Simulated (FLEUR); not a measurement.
Here is a FLEUR MaX-R8.1 (later development tree) calculation.

The input inp.xml:

```xml
<?xml version="1.0" encoding="UTF-8" standalone="no"?>
<fleurInput fleurInputVersion="0.39">
   <comment>
      K                                                                                                   
   </comment>
   <calculationSetup>
      <cutoffs Kmax="4.1" Gmax="12.7" GmaxXC="12.7" numbands="0"/>
      <scfLoop itmax="60" minDistance="0.00001" maxIterBroyd="15" imix="Anderson" alpha="0.05" precondParam="0.0" spinf="2.0" sdNocoIR="T"/>
      <coreElectrons ctail="T" frcor="F" kcrel="0" coretail_lmax="0"/>
      <xcFunctional name="PBEs" relativisticCorrections="F"/>
      <magnetism jspins="1"/>
      <soc l_soc="F" theta="0.0" phi="0.0" spav="F"/>
      <expertModes spex="0" secvar="F"/>
      <geometryOptimization l_f="F" forcealpha="1.0" forcemix="BFGS" epsdisp="0.00001" epsforce="0.00001"/>
      <ldaU l_linMix="F" mixParam="0.05" spinf="1.0"/>
   </calculationSetup>
   <cell>
      <bzIntegration valenceElectrons="9.0" mode="hist" fermiSmearingEnergy="0.00183747">
         <kPointListSelection listName="default-1"/>
         <!-- k-points included here -->
         <xi:include xmlns:xi="http://www.w3.org/2001/XInclude" href="kpts.xml"> </xi:include>
      </bzIntegration>
      <!-- symmetry operations included here -->
      <xi:include xmlns:xi="http://www.w3.org/2001/XInclude" href="sym.xml"> </xi:include>
      <bulkLattice scale="1.0">
         <bravaisMatrix>
            <row-1>   -5.0976468016452152     5.0976468016452152     5.0976468016452152</row-1>
            <row-2>    5.0976468016452152    -5.0976468016452152     5.0976468016452152</row-2>
            <row-3>    5.0976468016452152     5.0976468016452152    -5.0976468016452152</row-3>
         </bravaisMatrix>
      </bulkLattice>
   </cell>
   <atomSpecies>
      <species name="Potassium (K)" element="K" atomicNumber="19">
         <mtSphere radius="2.66" gridPoints="879" logIncrement="0.014"/>
         <atomicCutoffs lmax="10" lnonsphr="10"/>
         <electronConfig flipSpins="F">
            <coreConfig>(1s1/2) (2s1/2) (2p1/2) (2p3/2)</coreConfig>
            <valenceConfig>(3s1/2) (3p1/2) (3p3/2) (4s1/2)</valenceConfig>
            <stateOccupation state="(4s1/2)" spinUp="0.500000" spinDown="0.500000"/>
         </electronConfig>
         <energyParameters s="4" p="3" d="3" f="4"/>
         <lo type="SCLO" l="0" n="3" eDeriv="0"/>
         <lo type="HELO" l="1" n="4" eDeriv="0"/>
         <lo type="HELO" l="1" n="4" eDeriv="1"/>
         <lo type="SCLO" l="2" n="3" eDeriv="2"/>
         <lo type="SCLO" l="3" n="4" eDeriv="2"/>
      </species>
   </atomSpecies>
   <atomGroups>
      <atomGroup species="Potassium (K)">
         <relPos label="                   1">.0000000000 .0000000000 .0000000000</relPos>
         <force calculate="T" relaxXYZ="TTT"/>
      </atomGroup>
   </atomGroups>
   <output dos="F" band="F" slice="F">
      <checks vchk="F" cdinf="F"/>
      <bandDOS minEnergy="-.5*Htr" maxEnergy="0.5*Htr" sigma="0.015" storeEVData="T"/>
      <vacuumDOS vacdos="F" integ="F" star="F" nstars="0" locx1="0.0" locy1="0.0" locx2="0.0" locy2="0.0" nstm="0" tworkf="0.0"/>
      <unfoldingBand unfoldBand="F" supercellX="1" supercellY="1" supercellZ="1"/>
      <plotting iplot="0" polar="F">
         <plot TwoD="T" vec1="  1.0  0.0  0.0" vec2="  0.0  1.0  0.0" vec3="  0.0  0.0  1.0" zero="  0.0  0.0  0.0" file="plot"/>
      </plotting>
      <chargeDensitySlicing numkpt="0" minEigenval="0.0" maxEigenval="0.0" nnne="0" pallst="F"/>
      <specialOutput eonly="F"/>
      <moessbauerParams electricFieldGradient="T" isomerShift="T" coreHyperfine="T" valenceHyperfine="T"/>
      <magneticCircularDichroism mcd="F" energyLo="-10.0" energyUp="0.0"/>
   </output>
  <!-- We include the file relax.xml here to enable relaxations (see documentation) -->
  <xi:include xmlns:xi="http://www.w3.org/2001/XInclude" href="relax.xml"> <xi:fallback/> </xi:include>
</fleurInput>
```

File crystal.txt:

```
K
&input cartesian=F /
-2.6975585167  2.6975585167  2.6975585167
2.6975585167  -2.6975585167  2.6975585167
2.6975585167  2.6975585167  -2.6975585167
1.8897261246
1.0 1.0 1.0

1
19 0.0000000000  0.0000000000  0.0000000000

&kpt div1=7 div2=7 div3=7 gamma=T /
```

Contents of inp.xml (bands):

```
<?xml version="1.0" encoding="UTF-8" standalone="no"?>
<fleurInput fleurInputVersion="0.39">
   <comment>
      K                                                                                                   
   </comment>
   <calculationSetup>
      <cutoffs Kmax="4.1" Gmax="12.7" GmaxXC="12.7" numbands="0"/>
      <scfLoop itmax="60" minDistance="0.00001" maxIterBroyd="15" imix="Anderson" alpha="0.05" precondParam="0.0" spinf="2.0" sdNocoIR="T"/>
      <coreElectrons ctail="T" frcor="F" kcrel="0" coretail_lmax="0"/>
      <xcFunctional name="PBEs" relativisticCorrections="F"/>
      <magnetism jspins="1"/>
      <soc l_soc="F" theta="0.0" phi="0.0" spav="F"/>
      <expertModes spex="0" secvar="F"/>
      <geometryOptimization l_f="F" forcealpha="1.0" forcemix="BFGS" epsdisp="0.00001" epsforce="0.00001"/>
      <ldaU l_linMix="F" mixParam="0.05" spinf="1.0"/>
   </calculationSetup>
   <cell>
      <bzIntegration valenceElectrons="9.0" mode="hist" fermiSmearingEnergy="0.00183747">
         <kPointListSelection listName="path-1"/>
         <!-- k-points included here -->
         <xi:include xmlns:xi="http://www.w3.org/2001/XInclude" href="kpts.xml"> </xi:include>
      </bzIntegration>
      <!-- symmetry operations included here -->
      <xi:include xmlns:xi="http://www.w3.org/2001/XInclude" href="sym.xml"> </xi:include>
      <bulkLattice scale="1.0">
         <bravaisMatrix>
            <row-1>   -5.0976468016452152     5.0976468016452152     5.0976468016452152</row-1>
            <row-2>    5.0976468016452152    -5.0976468016452152     5.0976468016452152</row-2>
            <row-3>    5.0976468016452152     5.0976468016452152    -5.0976468016452152</row-3>
         </bravaisMatrix>
      </bulkLattice>
   </cell>
   <atomSpecies>
      <species name="Potassium (K)" element="K" atomicNumber="19">
         <mtSphere radius="2.66" gridPoints="879" logIncrement="0.014"/>
         <atomicCutoffs lmax="10" lnonsphr="10"/>
         <electronConfig flipSpins="F">
            <coreConfig>(1s1/2) (2s1/2) (2p1/2) (2p3/2)</coreConfig>
            <valenceConfig>(3s1/2) (3p1/2) (3p3/2) (4s1/2)</valenceConfig>
            <stateOccupation state="(4s1/2)" spinUp="0.500000" spinDown="0.500000"/>
         </electronConfig>
         <energyParameters s="4" p="3" d="3" f="4"/>
         <lo type="SCLO" l="0" n="3" eDeriv="0"/>
         <lo type="HELO" l="1" n="4" eDeriv="0"/>
         <lo type="HELO" l="1" n="4" eDeriv="1"/>
         <lo type="SCLO" l="2" n="3" eDeriv="2"/>
         <lo type="SCLO" l="3" n="4" eDeriv="2"/>
      </species>
   </atomSpecies>
   <atomGroups>
      <atomGroup species="Potassium (K)">
         <relPos label="                   1">.0000000000 .0000000000 .0000000000</relPos>
         <force calculate="T" relaxXYZ="TTT"/>
      </atomGroup>
   </atomGroups>
   <output dos="F" band="T" slice="F">
      <checks vchk="F" cdinf="F"/>
      <bandDOS minEnergy="-.5*Htr" maxEnergy="0.5*Htr" sigma="0.015" storeEVData="T"/>
      <vacuumDOS vacdos="F" integ="F" star="F" nstars="0" locx1="0.0" locy1="0.0" locx2="0.0" locy2="0.0" nstm="0" tworkf="0.0"/>
      <unfoldingBand unfoldBand="F" supercellX="1" supercellY="1" supercellZ="1"/>
      <plotting iplot="0" polar="F">
         <plot TwoD="T" vec1="  1.0  0.0  0.0" vec2="  0.0  1.0  0.0" vec3="  0.0  0.0  1.0" zero="  0.0  0.0  0.0" file="plot"/>
      </plotting>
      <chargeDensitySlicing numkpt="0" minEigenval="0.0" maxEigenval="0.0" nnne="0" pallst="F"/>
      <specialOutput eonly="F"/>
      <moessbauerParams electricFieldGradient="T" isomerShift="T" coreHyperfine="T" valenceHyperfine="T"/>
      <magneticCircularDichroism mcd="F" energyLo="-10.0" energyUp="0.0"/>
   </output>
  <!-- We include the file relax.xml here to enable relaxations (see documentation) -->
  <xi:include xmlns:xi="http://www.w3.org/2001/XInclude" href="relax.xml"> <xi:fallback/> </xi:include>
</fleurInput>
```

Potentials or basis: all-electron, FLAPW.

Run with:

```console
$ inpgen -f crystal.txt -profile fastHighL
$ # inp.xml edited to the form shown
$ fleur_MPI
$ fleur_MPI   # second run, on inp.xml (bands)
```

(1) What does it give for the band gap along the path?

## Answers

(1) none (metal or under the smearing width).
